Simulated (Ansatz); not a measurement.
CuO:

```
Cu O
1.0
     2.34465   -1.71340    0.00000
     2.34465    1.71340    0.00000
    -0.86055    0.00000    5.05944
Cu O
2 2
Cartesian
  1.1723 0.8457 0.0000
  0.7420 -0.8457 2.5297
  2.0724 -0.2841 1.2836
  1.6421 0.2841 3.8133
```

Base run:

```yaml
Program: Ansatz 0.2.0
Functional: PBE
Potentials_or_basis: Ansatz PAW
Cutoff: "420 eV (not typed: the program's choice for these potentials)"
k_mesh: 10 × 10 × 5
Occupations: fermi-dirac, width 0.05 eV
Spin: no spin polarisation
Hubbard_terms: Cu d U = 6 eV
```

Its results: band gap on the k mesh none (metal or under the smearing width); pressure 8.8 GPa; largest force 0.847 eV/Å.

Question: The run is repeated on the same cell with these changes: hubbard terms from Cu d U = 6 eV to Cu d U = 3 eV. What comes out?

Answer: Band gap on the k mesh none (metal or under the smearing width); pressure 7.0 GPa; largest force 0.805 eV/Å.

Caveats: the run has no spin polarisation, though such a crystal can be magnetic; U without spin polarisation on a metal has little footing.
